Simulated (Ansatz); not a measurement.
**An elastic constant from a strain scan in C**

Computed with DFT PBE, scalar-relativistic, plane waves, PAW in Ansatz 0.2.0. Settings: plane waves to 420 eV, k-mesh 12×12×12 (Γ-centred), Gaussian smearing 0.05 eV. No spin polarisation. Energies are free energies at this smearing, counted from the undisturbed cell; pressure is positive in compression.

Zero of the scan (relaxed at this level):

```
C
1.0
     0.00000    1.78574    1.78574
     1.78574    0.00000    1.78574
     1.78574    1.78574    0.00000
C
2
Direct
  0.50000 0.50000 0.50000
  0.75000 0.75000 0.75000
```

The cell is strained by ε times the Voigt pattern (0, 0, 0, 1, 0, 0) (xx, yy, zz, yz, xz, xy; engineering shear) with fractional coordinates fixed. The cell holds 2 atoms in V0 = 11.39 Å³. The stress column is τ = (1/V0) dE/dε, got from the stress tensor σ (compression positive) at each point as −det(1 + εP) σ : P(1 + εP)⁻¹, with P the pattern as a tensor.

```csv
ε,ΔE (meV/atom),τ (GPa)
-0.0175,3.046,-9.813
-0.0150,2.229,-8.409
-0.0125,1.527,-7.007
-0.0100,0.977,-5.605
-0.0075,0.543,-4.202
-0.0050,0.238,-2.803
-0.0025,0.069,-1.402
0.0000,0.000,0.000
0.0025,0.069,1.402
0.0050,0.238,2.803
0.0075,0.543,4.202
0.0100,0.977,5.605
0.0125,1.527,7.007
0.0150,2.229,8.409
0.0175,3.046,9.813
0.0200,?,?
```

Task: Which combination of elastic constants does this scan measure, and how large is it?

Result: For small ε, τ = τ0 + Kε with K = pᵀCp, which for this pattern is C44 in the cubic axes. The parabola through τ at ε = -0.0025, 0 and 0.0025 has slope K = 561 GPa at zero. The energies per cell, E = NΔE, of the wider pair ε = ±0.0175 give K = 2[E(ε₊)/ε₊ − E(ε₋)/ε₋]/[(ε₊ − ε₋)V0] = 560 GPa, in agreement. These are clamped-ion values.

Task: Predict the withheld row at ε = 0.0200 from the harmonic law, and compare.

Result: ΔE = V0(τ0 ε + Kε²/2)/N = 3.986 meV/atom and τ = 11.22 GPa. The calculation gives 3.972 meV/atom and 11.22 GPa, a miss of 0.3 % of the harmonic energy, so the harmonic law still holds here.

Forces appear on the atoms along this scan, and letting them relax would lower the energy and soften the response.